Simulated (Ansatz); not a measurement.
## Si2Mo under changes of volume

One of the cells (13.416 Å³/atom); the others are scaled copies at fixed shape and fractional positions:

```
CELL_PARAMETERS angstrom
-1.60000 1.60000 3.93050
1.60000 -1.60000 3.93050
1.60000 1.60000 -3.93050
ATOMIC_POSITIONS crystal
Mo 0.00000 0.00000 0.00000
Si 0.66700 0.66700 0.00000
Si 0.33300 0.33300 0.00000
```

| Item | Value |
| --- | --- |
| Program | Ansatz 0.2.0 |
| Functional | r2SCAN |
| Potentials or basis | Ansatz PAW |
| Cutoff | 500 eV (not typed: the program's choice for these potentials) |
| k mesh | 12 × 12 × 12 |
| Occupations | fermi-dirac, width 0.05 eV |
| Spin | no spin polarisation |

```csv
volume (Å³/atom),energy over the lowest point (meV/atom),pressure (GPa),largest force (eV/Å)
12.611,29.39,14.0,0.242
12.879,10.86,8.3,0.283
13.148,1.38,3.2,0.321
13.416,0.00,-1.4,0.357
13.684,5.88,-5.5,0.391
13.953,18.28,-9.2,0.423
14.221,?,?,?
```

Question: What does the run at 14.221 Å³/atom give?

Answer: Energy over the lowest point 36.50 meV/atom; pressure -12.5 GPa; largest force 0.454 eV/Å.

Worked out: A Birch-Murnaghan fit of order 3 (a polynomial in V^(-2/3)) to the other rows has its minimum at 13.33 Å³/atom with B0 = V·E''(V) = 223 GPa and B' = 4.5 at fixed shape and positions, which overstates the stiffness. It gives 36.44 meV/atom at 14.221 Å³/atom, against the run's 36.50, and -dE/dV = -12.5 GPa, against -12.5.

Energies are extrapolated to zero smearing.

Caveats: the PAW data sets come from PBE, with cores solved anew for the run's functional, which leaves a small shift of forces and pressure.
